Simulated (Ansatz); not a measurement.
# SnO: stress in a strained cell

SnO is deformed so: equal xy, yz and zx engineering shear strains of +2 %. What stress and forces result, by LAPW, PAW and all-electron datasets made for the crystal?

Method: DFT LDA, scalar-relativistic, in Ansatz 0.2.0.

### Step 1. The system as given

It takes space group P4/nmm (No. 129, tetragonal). Conventional cell: a = 3.802 Å, b = 3.802 Å, c = 4.836 Å, α = 90.00°, β = 90.00°, γ = 90.00°. Sn (site symmetry 4mm) is surrounded by 4 O at 2.22 Å. O (site symmetry -4m2) has 4 Sn at 2.22 Å as nearest neighbours.

Coordinates:

```
Sn O
1.0
     3.80200    0.00000    0.00000
     0.00000    3.80200    0.00000
     0.00000    0.00000    4.83600
Sn O
2 2
Direct
  0.00000 0.50000 0.23850
  0.50000 0.00000 0.76150
  0.00000 0.00000 0.00000
  0.50000 0.50000 0.00000
```

Atoms are numbered in the order of the input: Sn1, Sn2, O3, O4.

### Step 2. After the deformation

Space group P4/nmm before, C2/m after.

### Step 3. Full-potential LAPW

input.yaml

```yaml
crystal:
  lattice:
    - [3.802, 0.03802, 0.03802]
    - [0.03802, 3.802, 0.03802]
    - [0.04836, 0.04836, 4.836]
  atoms:
    - { symbol: Sn, position: [0.0, 0.5, 0.2385] }
    - { symbol: Sn, position: [0.5, 0.0, 0.7615] }
    - { symbol: O, position: [0.0, 0.0, 0.0] }
    - { symbol: O, position: [0.5, 0.5, 0.0] }
kpoints:
  mp_grid: { grid: [6, 6, 5] }
  band_path:
    path:
      - [0.0, 0.0, 0.0]
      - [0.4903402537, -0.4903402537, 0.0]
      - [-0.4903402537, -0.5096597463, 0.0]
      - [-0.5, -0.5, 0.0]
      - [0.0, 0.0, 0.0]
      - [-0.5, -0.5, -0.5]
      - [-0.4827458875, -0.5172541125, -0.5]
      - [0.4827458875, -0.4827458875, -0.5]
      - [0.0, 0.0, -0.5]
    npoints: 5
scf:
  occupations: { method: fermi_dirac, width: 0.02 }
hamiltonian:
  xc: lda
  pseudopotentials: { kind: all_electron, lapw: { basis_error: 0.0005 } }
output:
  forces: true
  stress: true
  eigenvalues: true
```

Started as:

```console
> ansatz run input.yaml --threads 1 --pin off --max-ram 4096MiB --backend cpu --events-out ev --progress --plain --runs-dir out
```

### Step 4. Frozen-core PAW

input.yaml

```yaml
crystal:
  lattice:
    - [3.802, 0.03802, 0.03802]
    - [0.03802, 3.802, 0.03802]
    - [0.04836, 0.04836, 4.836]
  atoms:
    - { symbol: Sn, position: [0.0, 0.5, 0.2385] }
    - { symbol: Sn, position: [0.5, 0.0, 0.7615] }
    - { symbol: O, position: [0.0, 0.0, 0.0] }
    - { symbol: O, position: [0.5, 0.5, 0.0] }
kpoints:
  mp_grid: { grid: [6, 6, 5] }
scf:
  occupations: { method: fermi_dirac, width: 0.02 }
hamiltonian:
  xc: lda
  pseudopotentials: { kind: paw }
output:
  forces: true
  stress: true
  eigenvalues: true
  efg: { contact_densities: true }
  write_density: true
  write_potential: true
  elf: true
  volumetric_format: npy
```

### Step 5. All-electron PAW on datasets made for the crystal

input.yaml, as its differences from that of step 4:

```diff
@@ -16,3 +16,3 @@
   xc: lda
-  pseudopotentials: { kind: paw }
+  pseudopotentials: { kind: all_electron, datasets: crystal }
 output:
@@ -22,5 +22 @@
   efg: { contact_densities: true }
-  write_density: true
-  write_potential: true
-  elf: true
-  volumetric_format: npy
```

(Steps that only read results are left out.)

Q: Predict the outcome of this session. Wanted: pressure; largest shear or deviatoric stress.

**Answer**, as computed:

| quantity | value |
| --- | --- |
| pressure | LAPW -2.74, PAW -2.73, crystal datasets -2.74 GPa |
| largest shear or deviatoric stress (LAPW) | 1.65 GPa |

In words: The largest part of the stress beyond the pressure is 1.65 GPa in size, in the xy component; the atoms are carried along and not relaxed. No run of the undeformed cell stands beside it, so the pressure holds what the given cell had before the change. PAW: stress within 0.01 GPa of LAPW, forces within 1 meV/Å. Crystal datasets: stress within 0.01 GPa of LAPW, forces within 1 meV/Å.
